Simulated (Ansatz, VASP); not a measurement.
**MgO: VASP beside Ansatz**

Contents of INCAR:

```
SYSTEM = MgO
PREC = Accurate
ENCUT = 520
EDIFF = 1E-7
ISMEAR = 0
SIGMA = 0.01
LREAL = .False.
LASPH = .True.
NELM = 60
ALGO = Normal
ISIF = 2
LWAVE = .False.
LCHARG = .False.
GGA = PE
NBANDS = 16
```

KPOINTS

```
regular mesh
0
Gamma
  9 9 4
  0 0 0
```

POSCAR

```
MgO
1.0
    3.3788499873      0.0000000000      0.0000000000
   -1.6894249937      2.9261699246      0.0000000000
    0.0000000000      0.0000000000      5.2246522458
Mg O
2 2
Direct
    0.3333333333      0.6666666667     -0.0083264846
    0.6666666667      0.3333333333      0.4916735154
    0.3333333333      0.6666666667      0.3833264846
    0.6666666667      0.3333333333      0.8833264846
```

Input for Ansatz:

```yaml
crystal:
  lattice:
    - [3.3788499873, 0.0, 0.0]
    - [-1.6894249937, 2.9261699246, 0.0]
    - [0.0, 0.0, 5.2246522458]
  atoms:
    - { symbol: Mg, position: [0.3333333333, 0.6666666667, -0.0083264846] }
    - { symbol: Mg, position: [0.6666666667, 0.3333333333, 0.4916735154] }
    - { symbol: O, position: [0.3333333333, 0.6666666667, 0.3833264846] }
    - { symbol: O, position: [0.6666666667, 0.3333333333, 0.8833264846] }
kpoints:
  mp_grid: { grid: [9, 9, 4] }
hamiltonian:
  xc: pbe
scf:
  occupations: { method: fixed }
  n_extra_bands: 5
output:
  forces: true
  stress: true
  eigenvalues: true
```

Alike in both runs: task single point; functional PBE; k mesh 9 × 9 × 4; no spin polarisation.

|  | VASP | Ansatz |
| --- | --- | --- |
| version | VASP 6.6.1 | Ansatz 0.2.0 |
| potentials or method | VASP PAW PBE potentials, release 64 (Mg, O) | plane waves, PAW |
| plane-wave cutoff (eV) | 520 | 420 |
| occupations | gaussian, width 0.01 eV | fixed |
| valence electrons in the cell | 16 | 32 |

|  | VASP | Ansatz | Ansatz less VASP |
| --- | --- | --- | --- |
| gap on the k mesh at the Fermi level (eV) | 3.09 | 3.11 | +0.019 |
| pressure (GPa) | -6.4 | -6.0 | +0.41 |
| largest component of the traceless stress (GPa) | 0.44 | 0.41 | -0.027 |
| rms of the force components (eV/Å) | 0.020 | 0.019 | -0.0005 |

Atom by atom the forces differ by 0.001 eV/Å (rms over components). The two sets of potentials don't hold the same shells in valence.

PBE gaps usually lie below the measured ones, often by a third to a half.
